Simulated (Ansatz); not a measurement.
# Carriers in CsCl (Pm-3m)

```yaml
crystal:
  lattice:
    - [4.06534, 0.00000, 0.00000]
    - [0.00000, 4.06534, 0.00000]
    - [0.00000, 0.00000, 4.06534]
  atoms:
    - { symbol: Cs, position: [0.00000, 0.00000, 0.00000] }
    - { symbol: Cl, position: [0.50000, 0.50000, 0.50000] }
```

Conventional cell: a = 4.065 Å, b = 4.065 Å, c = 4.065 Å, α = 90.00°, β = 90.00°, γ = 90.00°. Cs (atom 1) is surrounded by 8 Cl at 3.52 Å. Cl (atom 2) is surrounded by 8 Cs at 3.52 Å.

Level of theory, where no other is named: PBEsol, all-electron LAPW in Ansatz 0.2.0, scalar-relativistic. k mesh 6×6×6, fixed occupations, basis error target 1 meV/atom. The cell was relaxed by PAW under this functional, which moved its volume by -4 % from the database entry's.

Extrema are searched on a 10×10×10 mesh and refined by Newton steps; masses come from band slopes 0.005 Å⁻¹ away, 1/m* = (1/ħ²) d²E/dk², negative for holes (the finite step makes the lightest masses up to about 3 % heavy). k is in units of the reciprocal vectors.

Q: Where are the band edges, and is the gap direct?

A: The valence maximum lies at Gamma (0.000, 0.000, 0.000) and the conduction minimum at Gamma (0.000, 0.000, 0.000), so the Kohn-Sham gap of 5.224 eV is direct. A further conduction extremum at M (0.000, -0.500, -0.500) lies 0.623 eV from the edge (3 equivalent points). A further valence extremum at M (0.000, -0.500, -0.500) lies 0.090 eV from the edge (3 equivalent points).

Q: Several bands lie at or near the electron edge, or its surface isn't an ellipsoid. What are the masses by direction?

A: 

```
direction  branch from the edge  its level at the point (eV from the edge)  m*/mₑ
      100                     1                                      0.000   1.28
      100                     2                                      0.000   0.35
      100                     3                                      0.026  0.331
      110                     1                                      0.000   0.77
      110                     2                                      0.000  0.427
      110                     3                                      0.026  0.331
      111                     1                                      0.000  0.549
      111                     2                                      0.000  0.549
      111                     3                                      0.026  0.331
     11-2                     1                                      0.000   0.77
     11-2                     2                                      0.000  0.427
     11-2                     3                                      0.026  0.331
```

Q: Several bands lie at or near the hole edge, or its surface isn't an ellipsoid. What are the masses by direction?

A: 

```
direction  branch from the edge  its level at the point (eV from the edge)   m*/mₑ
      100                     1                                      0.000   -3.46
      100                     2                                      0.000   -3.46
      100                     3                                      0.000   -0.54
      110                     1                                      0.000   -3.46
      110                     2                                      0.000    -2.7
      110                     3                                      0.000  -0.565
      111                     1                                      0.000   -2.91
      111                     2                                      0.000   -2.91
      111                     3                                      0.000  -0.574
     11-2                     1                                      0.000   -3.16
     11-2                     2                                      0.000   -2.92
     11-2                     3                                      0.000  -0.565
```

Q: Along the Cartesian direction 010 the conduction slope is 0.02968 eV·Å one step out. What is it four steps out, and what does that say?

A: 0.1187 eV·Å, 3.999 times the first; a parabola would give 4, so the band is nearly parabolic here.

Q: What electronic dielectric constant and refractive index follow from the same bands (independent particles)?

A: ε∞ = (3.30, 3.30, 3.30), so n ≈ √ε∞ = 1.82 (mean over directions) well under the gap and the normal reflectivity is ((n − 1)/(n + 1))² = 0.084. Local fields, left out here, lower ε∞ by several per cent.

Q: What gap does PAW give in the same cell?

A: 5.224 eV, 0 meV from the LAPW value.

Q: Cells strained by ±0.5 % (all lengths, zz alone, equal engineering shears γ in yz, zx, xy; ions relaxed) give deformation potentials. How do the edge levels move, in eV per unit strain against the centre of the top valence set?

A: 

| point | k | side | bands | level (eV) | d/dlnV | d/dε_zz | d/dγ | split/ε_zz | split/γ |
| --- | --- | --- | --- | --- | --- | --- | --- | --- | --- |
| Gamma | 0.00 0.00 0.00 | valence | 3 | 0.000 | 0.00 | 0.00 | 0.00* | 3.07 | 1.62 |
| M | 0.00 0.50 0.50 | valence | 1 | -0.090 | 0.72 | 1.93 | 0.00 | – | – |
| M | 0.50 0.50 0.00 | valence | 1 | -0.090 | 0.72 | -1.71 | 0.00 | – | – |
| R | -0.50 -0.50 -0.50 | valence | 3 | -1.238 | 2.84 | 2.84 | 0.00 | 0.88 | 0.25 |
| X | 0.00 -0.50 0.00 | valence | 2 | -0.284 | 1.11 | 0.57 | 0.00* | 5.12 | 3.17 |
| X | 0.00 -0.50 0.00 | conduction | 1 | 6.335 | -0.09 | 1.16 | 0.00* | – | – |
| X | 0.00 0.00 -0.50 | valence | 2 | -0.284 | 1.11 | 2.20 | 0.00* | 0.00 | 3.17 |
| X | 0.00 0.00 -0.50 | conduction | 1 | 6.335 | -0.09 | -2.60 | 0.00* | – | – |

For the triplet at Γ the single level moves against the pair by 3bε_zz and by 3√3 d (γ/2), so b = -1.02 eV and d = -0.63 eV.

Sets with another level within 0.15 eV are left out, since it mixes in under strain; the reference set stays in any case. Entries marked * vanish by symmetry to first order; what they show is the residue of the finite step. These cells use a basis error target of 0.5 meV/atom.

Known limits: no spin-orbit coupling on heavy atoms; semilocal gaps are low, and what follows the gap (onsets, screening, light masses) shifts with it; without spin-orbit coupling, bands that meet at the valence top are not the light and heavy holes of experiment; the frozen-core PAW files of the compared runs were fitted under PBE, their cores solved anew for this functional.
